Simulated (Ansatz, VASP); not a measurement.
## One calculation of AlN, two programs

```
Al N
1.0
     3.14593    0.00000    0.00000
    -1.57296    2.72445    0.00000
     0.00000    0.00000    5.01774
Al N
2 2
Direct
  0.33333 0.66667 0.99982
  0.66667 0.33333 0.49982
  0.33333 0.66667 0.38218
  0.66667 0.33333 0.88218
```

Alike in both runs: functional PBE; k mesh 8 × 8 × 5; no spin polarisation.

Ansatz relaxed the structure, and its values are those at the end. VASP's run is a single point on that final structure, the one shown.

|  | VASP | Ansatz |
| --- | --- | --- |
| version | VASP 6.6.1 | Ansatz 0.2.0 |
| potentials or method | VASP PAW PBE potentials, release 64 (Al, N) | scalar-relativistic, plane waves, PAW |
| plane-wave cutoff (eV) | 520 | 420 |
| occupations | gaussian, width 0.01 eV | fixed |
| valence electrons in the cell | 16 | 16 |

Ansatz gave:

| Property | Result |
| --- | --- |
| gap on the k mesh at the Fermi level (eV) | 3.92 |
| least direct gap on the mesh (eV) | 3.92 |
| pressure (GPa) | -1.9 |

What did VASP give for the same quantities?

gap on the k mesh at the Fermi level (eV): 3.93; least direct gap on the mesh (eV): 3.93; pressure (GPa): -2.2.

Ansatz warned: «stress_scf_threshold_loose».
